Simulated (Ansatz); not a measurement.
Set up this calculation in Ansatz 0.2.0, as the native input.

- Task: relaxation of cell and atoms
- Functional: PBE
- Potentials or basis: Ansatz PAW
- Cutoff: 420 eV (not typed: the program's choice for these potentials)
- k mesh: 10 × 10 × 10
- Occupations: fermi-dirac, width 0.05 eV
- Spin: no spin polarisation

WC:

```xyz
2
Lattice="0.0000 2.1927 2.1927 2.1927 0.0000 2.1927 2.1927 2.1927 0.0000" Properties=species:S:1:pos:R:3 pbc="T T T"
W     0.0000    0.0000    0.0000
C     2.1927    2.1927    2.1927
```

Measurements of this composition are mostly on another form, of space group No. 187.

The input as run:

input.yaml

```yaml
crystal:
  lattice:
    - [0.0, 2.192684, 2.192684]
    - [2.192684, 0.0, 2.192684]
    - [2.192684, 2.192684, 0.0]
  atoms:
    - { symbol: W, position: [0.0, 0.0, 0.0] }
    - { symbol: C, position: [0.5, 0.5, 0.5] }
hamiltonian:
  xc: pbe
  pseudopotentials: { kind: paw }
kpoints:
  mp_grid: { grid: [10, 10, 10] }
scf:
  occupations: { method: fermi_dirac, width: 0.05 }
output:
  forces: true
  stress: true
  eigenvalues: true
relax:
  f_tol: 0.01
  max_steps: 40
  cell: { stress_tol: 0.05 }
```

Potentials or basis: Ansatz PAW.

Launch:

```bash
$ ansatz run input.yaml --threads 2 --pin off --max-ram 5632MiB --backend cpu --events-out ev --progress --plain --runs-dir out
```

It gave:

```
Relaxed volume                         : 10.50 Å³/atom
Relaxed cell                           : a = 3.097 Å, b = 3.097 Å, c = 3.097 Å, α = 60.00°, β = 60.00°, γ = 60.00°
Space group after relaxing (to 0.05 Å) : Fm-3m (No. 225)
Energy gained by relaxing              : 0.2 meV/atom
Ionic steps                            : 4
Pressure after relaxing                : 0.0 GPa
Band gap on the k mesh                 : none (metal or under the smearing width)
```

Caveat: the plane-wave basis is chosen anew once the cell has moved, so the energies of steps on either side of that aren't comparable; the pressure holds a Pulay correction of +0.3 GPa for the finite cutoff.

It took 3.3 s on 2 threads of Arm Neoverse V1 (shared host), peak memory 0.29 GiB.
